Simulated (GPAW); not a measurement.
Runs of GPAW 26.7.0 on GaN. The structure is hexagonal, space group P6_3mc (No. 186). The conventional cell has a = 3.115 Å, b = 3.115 Å, c = 5.061 Å, α = 90.00°, β = 90.00°, γ = 120.00°. Ga (site symmetry 3m) has 4 N at 1.90 to 1.91 Å as nearest neighbours. Around N (site symmetry 3m) lie 4 Ga at 1.90 to 1.91 Å. 

```tsv
task	level	potentials or basis	cell	cutoff (eV)	smearing	response ecut	maxiter	response k mesh	response bands	kernels	gap on the mesh (eV)	pressure (GPa)	largest force (eV/Å)
dielectric tensor	PBE	GPAW PAW data sets (gpaw-data 1.2.1), pw	P6_3mc, 10.63 Å³/atom	600	fermi-dirac 0.001 eV	80 eV	150	15 × 15 × 8	48	["RPA"]	2.49	-	-
single point	PBE	GPAW PAW data sets (gpaw-data 1.2.1), pw	P6_3mc, 11.31 Å³/atom	600	fermi-dirac 0.05 eV	-	120	-	-	-	2.05	9.7	0.18
dielectric tensor	PBE	GPAW PAW data sets (gpaw-data 1.2.1), pw	P6_3mc, 11.76 Å³/atom	600	fermi-dirac 0.001 eV	80 eV	150	15 × 15 × 8	48	["RPA"]	(b)	-	-
single point	LDA	the program's PAW data sets (release 1.2.1) made for this functional, pw	P6_3mc, 11.31 Å³/atom	650	fermi-dirac 0.05 eV	-	120	-	-	-	2.11	(a)	(c)
dielectric tensor	PBE	GPAW PAW data sets (gpaw-data 1.2.1), pw	P6_3mc, 11.08 Å³/atom	600	fermi-dirac 0.001 eV	80 eV	150	15 × 15 × 8	48	["RPA"]	2.19	-	-
dielectric tensor	PBE	GPAW PAW data sets (gpaw-data 1.2.1), pw	P6_3mc, 11.99 Å³/atom	600	fermi-dirac 0.001 eV	80 eV	150	15 × 15 × 8	48	["RPA"]	1.66	-	-
dielectric tensor	PBE	GPAW PAW data sets (gpaw-data 1.2.1), pw	P6_3mc, 11.31 Å³/atom	600	fermi-dirac 0.001 eV	80 eV	150	15 × 15 × 8	48	["RPA"]	2.05	-	-
dielectric tensor	PBE	GPAW PAW data sets (gpaw-data 1.2.1), pw	P6_3mc, 11.54 Å³/atom	600	fermi-dirac 0.001 eV	80 eV	150	15 × 15 × 8	48	["RPA"]	1.91	-	-
dielectric tensor	PBE	GPAW PAW data sets (gpaw-data 1.2.1), pw	P6_3mc, 10.86 Å³/atom	600	fermi-dirac 0.001 eV	80 eV	150	15 × 15 × 8	48	["RPA"]	2.34	-	-
```

Alike in all rows: no spin polarisation; k mesh 8 × 8 × 4.

Problem. Fill in the values left out.

Solution. (a) 0.1; (b) 1.78; (c) 0.17.

Caveats: the long-wavelength limit can be off by a per cent or two (some runs); an odd mesh through Γ misses points on the zone boundary, where band edges often lie (some runs); the cutoff is short for stress and forces, so pressures can be off by a GPa or more (some runs); the data sets keep Ga 3d, Li 1s and Be 1s frozen, and some such compounds lay over 1.5 % in volume off other programs (some runs).

A k mesh can miss the band edges, and the runs leave out spin-orbit coupling on Ga.
